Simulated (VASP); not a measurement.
Ti3Al:

```
Ti Al
1.0
     2.92754    0.00000    0.00000
    -1.46377    2.53533    0.00000
     0.00000    0.00000    9.22636
Ti Al
3 1
Direct
  0.33333 0.66667 0.24941
  0.33333 0.66667 0.75059
  0.66667 0.33333 0.00000
  0.66667 0.33333 0.50000
```

The cell comes from a database or a generator and needn't be the stable form of this composition.

- Program: VASP 6.6.1
- Task: single point
- Functional: PBEsol
- Potentials or basis: VASP PAW PBE potentials, release 64 (Ti_sv, Al)
- Cutoff: 520 eV
- k mesh: 10 × 10 × 3
- Occupations: fermi-dirac, width 0.05 eV
- Spin: no spin polarisation

On this cell: pressure -3.6 GPa; largest force 0.091 eV/Å; band gap on the k mesh none (metal or under the smearing width).

The same run follows on a disturbed copy (atoms moved at random, drawn with an rms of 0.05 Å):

```
Ti Al
1.0
     2.92754    0.00000    0.00000
    -1.46377    2.53533    0.00000
     0.00000    0.00000    9.22636
Ti Al
3 1
Cartesian
  0.0349 1.7255 2.3511
  0.0065 1.7529 6.8857
  1.4086 0.8668 0.0033
  1.4627 0.8152 4.6234
```

Problem. What changes?

Solution. The energy (extrapolated to zero smearing) moves by +9.5 meV/atom; pressure -3.6 GPa; largest force 0.486 eV/Å; band gap on the k mesh none (metal or under the smearing width).

Forces in eV/Å, atoms in the order of the input:
```
Ti  -0.103 -0.073 -0.418
Ti  -0.033 -0.158  0.459
Ti   0.092  0.034  0.010
Al   0.044  0.197 -0.050
```

Stress tensor (GPa, compression positive):
```
-4.51 -0.60  0.07
-0.60 -3.25 -0.13
 0.07 -0.13 -2.90
```

Caveats: the PAW data sets were made with another functional, which shifts forces and pressure a little.
